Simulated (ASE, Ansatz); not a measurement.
## Structural relaxation of random fluorite-type (Ti, Sn, Zr)O2 solid solution (96 atoms)

Aim: bring random fluorite-type (Ti, Sn, Zr)O2 solid solution (96 atoms) to a nearby minimum of the energy and see what moves.

Main program and level: Ansatz 0.2.0; Kohn-Sham DFT, r2SCAN, PAW (set soft_2), plane waves.

## (1) The structure

The cell holds 96 atoms: 12 Zr, 64 O, 12 Ti and 8 Sn. Its edges and angles: a = 9.966 Å, b = 9.966 Å, c = 9.966 Å, α = 90.0°, β = 90.0°, γ = 90.0°. It derives from TiO2 and ZrO2 and SnO2. Fluorite-type lattice (a = 4.983 Å, the mean of the end members), 2 x 2 x 2 cells, metal sites filled at random with 12 Ti, 8 Sn, 12 Zr; every coordinate displaced by a Gaussian of 0.05 Å.

Limits known from the start: The host structure and its lattice constant were typed by rule, without a check against the phase diagram. Only the Γ point is sampled, in a cell whose shortest periodic width is 10 Å.

## (2) Single point at the start

The forces at the start show how far the geometry lies from a minimum of this functional.

input.yaml reads:

```yaml
crystal:
  lattice:
    - [9.966, 0.0, 0.0]
    - [0.0, 9.966, 0.0]
    - [0.0, 0.0, 9.966]
  atoms:
    - { symbol: Zr, position: [0.99996, 0.00238, 0.00328] }
    - { symbol: O, position: [0.12057, 0.11823, 0.11943] }
    - { symbol: O, position: [0.36837, 0.37677, 0.37143] }
    - { symbol: Ti, position: [0.9983, 0.2518, 0.24721] }
    - { symbol: O, position: [0.12329, 0.37012, 0.3686] }
    - { symbol: O, position: [0.37876, 0.12127, 0.12317] }
    - { symbol: Zr, position: [0.24426, 0.00261, 0.24186] }
    - { symbol: O, position: [0.37699, 0.11778, 0.37583] }
    - { symbol: O, position: [0.12418, 0.38137, 0.13028] }
    - { symbol: Sn, position: [0.24483, 0.2493, 0.99817] }
    - { symbol: O, position: [0.38087, 0.3739, 0.12713] }
    - { symbol: O, position: [0.12016, 0.13123, 0.37415] }
    - { symbol: Zr, position: [0.00808, 0.00134, 0.49779] }
    - { symbol: O, position: [0.12837, 0.12334, 0.62779] }
    - { symbol: O, position: [0.37498, 0.36733, 0.87575] }
    - { symbol: Ti, position: [0.99904, 0.2478, 0.74373] }
    - { symbol: O, position: [0.12035, 0.3741, 0.87011] }
    - { symbol: O, position: [0.38055, 0.12374, 0.62445] }
    - { symbol: Ti, position: [0.25559, 0.00336, 0.74598] }
    - { symbol: O, position: [0.37758, 0.12845, 0.87353] }
    - { symbol: O, position: [0.12658, 0.38317, 0.62458] }
    - { symbol: Zr, position: [0.24744, 0.25056, 0.50453] }
    - { symbol: O, position: [0.37344, 0.37967, 0.62089] }
    - { symbol: O, position: [0.12866, 0.12101, 0.87794] }
    - { symbol: Ti, position: [0.99631, 0.49989, 0.99621] }
    - { symbol: O, position: [0.12301, 0.62532, 0.12758] }
    - { symbol: O, position: [0.38248, 0.87429, 0.37157] }
    - { symbol: Sn, position: [0.00521, 0.75053, 0.24521] }
    - { symbol: O, position: [0.12113, 0.86969, 0.3666] }
    - { symbol: O, position: [0.37536, 0.61992, 0.12639] }
    - { symbol: Ti, position: [0.25517, 0.49943, 0.23677] }
    - { symbol: O, position: [0.37076, 0.62939, 0.36828] }
    - { symbol: O, position: [0.12862, 0.87116, 0.13947] }
    - { symbol: Zr, position: [0.2495, 0.75413, 0.9982] }
    - { symbol: O, position: [0.37027, 0.87896, 0.12582] }
    - { symbol: O, position: [0.12478, 0.6181, 0.3752] }
    - { symbol: Zr, position: [0.00886, 0.50678, 0.496] }
    - { symbol: O, position: [0.12992, 0.62316, 0.62363] }
    - { symbol: O, position: [0.37335, 0.88481, 0.86855] }
    - { symbol: Ti, position: [0.98629, 0.74268, 0.7505] }
    - { symbol: O, position: [0.12545, 0.86745, 0.87198] }
    - { symbol: O, position: [0.37951, 0.61853, 0.63313] }
    - { symbol: Zr, position: [0.25215, 0.49365, 0.74952] }
    - { symbol: O, position: [0.37327, 0.62356, 0.8756] }
    - { symbol: O, position: [0.12669, 0.8663, 0.63306] }
    - { symbol: Ti, position: [0.24399, 0.75077, 0.49616] }
    - { symbol: O, position: [0.38119, 0.87181, 0.61834] }
    - { symbol: O, position: [0.11423, 0.62131, 0.86862] }
    - { symbol: Sn, position: [0.49955, 0.99767, 0.00524] }
    - { symbol: O, position: [0.62649, 0.1198, 0.13286] }
    - { symbol: O, position: [0.8779, 0.38135, 0.36782] }
    - { symbol: Ti, position: [0.49463, 0.25597, 0.2453] }
    - { symbol: O, position: [0.62128, 0.37468, 0.37243] }
    - { symbol: O, position: [0.87642, 0.12375, 0.11874] }
    - { symbol: Zr, position: [0.75144, 0.99531, 0.24999] }
    - { symbol: O, position: [0.8689, 0.12556, 0.38291] }
    - { symbol: O, position: [0.63426, 0.37337, 0.12092] }
    - { symbol: Sn, position: [0.7428, 0.25125, 0.00104] }
    - { symbol: O, position: [0.86588, 0.37696, 0.12234] }
    - { symbol: O, position: [0.61693, 0.12224, 0.37974] }
    - { symbol: Sn, position: [0.49042, 0.99541, 0.50297] }
    - { symbol: O, position: [0.62252, 0.12285, 0.61973] }
    - { symbol: O, position: [0.87576, 0.38358, 0.8664] }
    - { symbol: Ti, position: [0.50103, 0.24507, 0.75489] }
    - { symbol: O, position: [0.62267, 0.37133, 0.87982] }
    - { symbol: O, position: [0.87323, 0.12114, 0.63263] }
    - { symbol: Zr, position: [0.73886, 0.99971, 0.74308] }
    - { symbol: O, position: [0.87528, 0.12584, 0.87148] }
    - { symbol: O, position: [0.62691, 0.37618, 0.6328] }
    - { symbol: Zr, position: [0.74674, 0.2482, 0.501] }
    - { symbol: O, position: [0.878, 0.37405, 0.6184] }
    - { symbol: O, position: [0.6339, 0.11887, 0.88077] }
    - { symbol: Ti, position: [0.50295, 0.49776, 0.99883] }
    - { symbol: O, position: [0.61939, 0.62424, 0.12341] }
    - { symbol: O, position: [0.87882, 0.87381, 0.36718] }
    - { symbol: Zr, position: [0.49736, 0.7503, 0.25046] }
    - { symbol: O, position: [0.62085, 0.86834, 0.36673] }
    - { symbol: O, position: [0.88096, 0.61535, 0.12202] }
    [... 12 atom lines left out ...]
    - { symbol: Ti, position: [0.75423, 0.49473, 0.74516] }
    - { symbol: O, position: [0.87174, 0.62765, 0.87836] }
    - { symbol: O, position: [0.63137, 0.87335, 0.62897] }
    - { symbol: Sn, position: [0.74938, 0.74643, 0.50747] }
    - { symbol: O, position: [0.87764, 0.87564, 0.62187] }
    - { symbol: O, position: [0.62269, 0.61694, 0.88534] }
kpoints:
  mp_grid: { grid: [1, 1, 1] }
hamiltonian:
  xc: r2scan
scf:
  occupations: { method: fermi_dirac, width: 0.025 }
output:
  forces: true
  stress: true
  populations: true
  dos:
    method: { smearing: { sigma: 0.15 } }
    de: 0.1
    projected: { site_lists: { O: [O], Sn: [Sn], Ti: [Ti], Zr: [Zr] } }
  eigenvalues: true
```

Command:

```bash
$ ansatz run input.yaml --threads 4 --pin off --max-ram 8192MiB --backend cpu --events-out ev --progress --plain --runs-dir out
```

Log:

```text
Engine: ansatz 0.2.0, aarch64-unknown-linux-gnu
Pseudopotentials: kind: paw
Pseudopotential: Zr, paw, valence charge 12, recommended cutoff 500 eV (meta_gga), Zr.paw.azcp
Pseudopotential: O, paw, valence charge 6, recommended cutoff 500 eV (meta_gga), O.paw.azcp
Pseudopotential: Ti, paw, valence charge 12, recommended cutoff 500 eV (meta_gga), Ti.paw.azcp
Pseudopotential: Sn, paw, valence charge 14, recommended cutoff 500 eV (meta_gga), Sn.paw.azcp
[... 6 lines on functional and potentials left out ...]
Crystal: 96 atoms, lattice volume = 989.835 Å³
Basis set: ecut = 500 eV, 25269 PW (Γ), exchange–correlation on 300×300×300 points (64 copies of the dense FFT grid, shifted against one another)
Bands: 488, of which v1, the nominal top of the filled ones, is band 392 counted from 1 (391 counted from 0)
Symmetry: 1 space group operations
Space group: P1 (ITA 1), of the structure as read, at distance tolerance 1.0e-4 Å
k-points: 1
[... 13 lines on functional and potentials left out ...]
Initial density: superposition of atomic densities (neutral atoms: chi_scale 0, normalization atom), corrected by the library's trained network
Initial wavefunctions: pseudopotential atomic-orbital guess
Functional: x = r2scan, c = r2scan; τ floored in thin density (d = 2e-4 eV/Å³)
SCF iter   1: F=—  HF=-165190.849211 eV  |F-HF|=—  |Δ(HF+E_count)|=         —  Δρ=2.75e-2  dr2=9.77e0  dr2_τ=6.77e0  ethr=1.77e-3  ⟨swp⟩=6.0  Hψ=1832  notcnv=0  defer=66
preconditioner: auto → Resta (q_TF=auto, 2.624 Å⁻¹)  ε∞=5.1  [insulator: Δε(μ)=1.830 eV  Ē_g=15.111 eV  σ=0.025 eV  W_gap=1.00  n_scr=304 (ndim 8)  ℏωp=30.4 eV  f_vac=0.027  D(μ)=0.00/eV (n_scr^D=0)  ε∞_Penn≈5.1]
SCF iter   2: F=—  HF=-165192.386318 eV  |F-HF|=—  |Δ(HF+E_count)|=    1.54e0  Δρ=1.49e-2  dr2=1.80e0  dr2_τ=5.02e-1  ethr=1.25e-3  ⟨swp⟩=3.0  Hψ=934  notcnv=0  defer=88
SCF iter   3: F=—  HF=-165192.198349 eV  |F-HF|=—  |Δ(HF+E_count)|=   1.88e-1  Δρ=5.43e-3  dr2=2.17e-1  dr2_τ=1.70e-2  ethr=2.29e-4  ⟨swp⟩=4.0  Hψ=601  notcnv=0  defer=88
SCF iter   4: F=—  HF=-165192.185766 eV  |F-HF|=—  |Δ(HF+E_count)|=   1.26e-2  Δρ=2.44e-3  dr2=4.68e-2  dr2_τ=6.75e-3  ethr=2.77e-5  ⟨swp⟩=4.0  Hψ=610  notcnv=0  defer=88
SCF iter   5: F=—  HF=-165192.181450 eV  |F-HF|=—  |Δ(HF+E_count)|=   4.32e-3  Δρ=7.30e-4  dr2=4.92e-3  dr2_τ=5.48e-4  ethr=5.96e-6  ⟨swp⟩=4.0  Hψ=783  notcnv=0  defer=88
SCF iter   6: F=—  HF=-165192.181087 eV  |F-HF|=—  |Δ(HF+E_count)|=   3.63e-4  Δρ=2.47e-4  dr2=5.51e-4  dr2_τ=7.15e-5  ethr=6.28e-7  ⟨swp⟩=3.0  Hψ=933  notcnv=0  defer=85
SCF iter   7: F=—  HF=-165192.181169 eV  |F-HF|=—  |Δ(HF+E_count)|=   8.23e-5  Δρ=1.19e-4  dr2=1.62e-4  dr2_τ=1.13e-5  ethr=7.03e-8  ⟨swp⟩=2.0  Hψ=794  notcnv=0  defer=85
SCF iter   8: F=—  HF=-165192.181168 eV  |F-HF|=—  |Δ(HF+E_count)|=   1.85e-6  Δρ=3.60e-5  dr2=1.29e-5  dr2_τ=1.54e-6  ethr=2.07e-8  ⟨swp⟩=2.0  Hψ=768  notcnv=0  defer=85
SCF iter   9: F=—  HF=-165192.178354 eV  |F-HF|=—  |Δ(HF+E_count)|=   2.81e-3  Δρ=2.10e-5  dr2=5.32e-6  dr2_τ=3.16e-7  ethr=1.64e-9  ⟨swp⟩=2.0  Hψ=771  notcnv=0  defer=85
SCF iter  10: F=—  HF=-165192.178354 eV  |F-HF|=—  |Δ(HF+E_count)|=   2.64e-7  Δρ=8.95e-6  dr2=9.51e-7  dr2_τ=8.90e-8  ethr=6.79e-10  ⟨swp⟩=2.0  Hψ=763  notcnv=0  defer=85
SCF iter  11: F=—  HF=-165192.178354 eV  |F-HF|=—  |Δ(HF+E_count)|=   6.98e-8  Δρ=4.14e-6  dr2=1.90e-7  dr2_τ=3.02e-8  ethr=1.21e-10  ⟨swp⟩=2.0  Hψ=794  notcnv=0  defer=85
SCF iter  12: F=-165192.178354 eV  HF=-165192.178354 eV  |F-HF|=2.04e-10  |Δ(HF+E_count)|=   1.24e-8  Δρ=1.36e-6  dr2=1.74e-8  dr2_τ=1.51e-9  ethr=1.28e-11  ⟨swp⟩=12.0  Hψ=1982  notcnv=0
SCF 1 converged in 12 iterations: F = -165192.178354 eV  dr2 = 1.74e-8
  greatest PAW one-centre occupation: 0.999 electrons in one spin orbital (limit 2), on the Ti atom at site 30 (counted from 0), in its partial waves of l = 0
SCF converged after 12 iterations
Free energy (F): -165192.178354 eV
Harris-Foulkes:  -165192.178354 eV  (|F-HF|=2.04e-10)
Internal energy: -165192.178354 eV  (E = F + TS)
E sigma→0 (E₀):  -165192.178354 eV
Fermi energy:    12.499269 eV
--- Per-component energies (eV) ---
  E_band       = -3168.397163
  E_kinetic    = 20178.701496
  E_local      = -39323.311275  (includes V_loc(G=0)·N_el)
  E_nonlocal   = 3724.642315
  E_hartree    = 15895.561999
  E_xc         = -10726.330903
  E_vxc        = -11786.420806  (∫ρ·V_xc dr)
  E_paw        = -91903.608562  (= ΣΔE_a)
  E_vpaw       = -8489.386062  (= ΣTr[D̂ρ^β])
  E_aug_tail   = 0.068405  (compensation charges beyond the density's cutoff)
  E_vtau       = 736.190169  (kinetic-family band-sum trace: ∫τ·v_τ [+ j·A + Jᵃ·Aᵃ] dr)
  E_ewald      = -63036.721782
  E_core_change = -1.180045  (= ΣΔE_core)
  E_smearing   = -0.000000  (= −TS)
  E_closure    = -0.000000  (closes the sum)
  Σ components = -165192.178354   (vs F -165192.178354, Δ=0.00e0)
--- Forces (eV/Å), atoms counted from 1 ---
  atom   1  Zr    -1.08208304    -0.90244925    -2.22724333
  atom   2  O      0.86510368     2.14343992     1.29145721
  atom   3  O      1.36399354     0.40982815    -0.27499297
  atom   4  Ti    -0.59959874     1.35000097     0.82280523
  atom   5  O     -0.08434575    -0.27707000    -0.24918395
  atom   6  O     -0.45279535     1.82236981     0.03921159
  atom   7  Zr     1.47821891     0.27255415     2.03950561
  atom   8  O     -0.94547914     1.62912349    -0.48713622
  atom   9  O     -0.04416342    -0.68502261    -0.88151471
  atom  10  Sn     0.30136642     0.23366300    -0.30058757
  atom  11  O     -0.16391060    -0.04846428     0.18327099
  atom  12  O     -0.26302686    -0.54055408    -0.82187598
  atom  13  Zr    -1.44835591    -0.95064277     0.34535413
  atom  14  O     -0.00798605     0.28889818     0.86464840
[...]
atom  95  O      0.15646888    -1.40347784    -0.08202152
  atom  96  O     -0.37937830    -0.48844799    -1.63578454
  max |Σ_I F_I| component: 3.22e-4 eV/Å
--- Stress (GPa, compression-positive) ---
        3.542725       0.956566      -0.509319
        0.956566       3.846866       0.497979
       -0.509319       0.497979       3.820404
  P = ⅓ Tr σ = 3.7367 GPa (37.367 kbar)
--- Band table (eV) ---
  k-point 0: bands = ["-48.6592", "-48.5791", "-48.5053", "-48.5022", [... 472 levels ...], "17.2168", "17.3385", "17.4961", "17.5879", "17.7123", "17.8259", "18.2914", "18.5836", "18.6651", "18.8121", "18.8653", "18.9526"]
--- Löwdin populations: 96 sites ---
  site symbol       q [e]
     0     Zr     10.4508
     1      O      6.7262
     2      O      6.7128
[...]
95      O      6.7830
  spilling = 0.004513 (of n_electrons = 784.000000)
```

Elapsed: 65 s, on 4 threads of Arm Neoverse V1, shared host; peak memory 3.1 GiB.

Reading the cycles: dr2 is the Hartree energy of the density residual (eV), the measure of convergence; HF is the Harris–Foulkes estimate of the energy, which meets the free energy F at convergence.

The run gave:

* free energy: -165192.1784 eV
* free energy per atom: -1720.7519 eV/atom
* SCF cycles: 12
* pressure: 3.737 GPa
* r.m.s. force component: 1.056 eV/Å
* longest force: 3.799 eV/Å
* Fermi energy: 12.5 eV
* gap (highest filled to lowest empty level): 1.321 eV
* spilling of the projection: 0.004513

The r.m.s. force component of 1.1 eV/Å and the pressure of 3.7 GPa set the starting point.

Length of the force by element:

| element | coordination | atoms | mean length of the force (eV/Å) | spread | least | most |
| --- | --- | --- | --- | --- | --- | --- |
| O | all | 64 | 1.69 | 0.729 | 0.251 | 3.53 |
| Sn | all | 8 | 2.15 | 0.865 | 0.486 | 3.24 |
| Ti | all | 12 | 1.15 | 0.379 | 0.545 | 1.70 |
| Zr | all | 12 | 1.72 | 0.860 | 0.561 | 3.80 |

(Part 1 of 3 ends here.)

[Logs are printed without paths, hosts, clocks, repeated set-up lines and the standing remarks that a program may print on its own settings, such as how far it seeks lower states.]

[Hosts, paths, dates, database ids (printed as entryN), source tags and the programs' standing remarks are cut or masked in the printed files.]
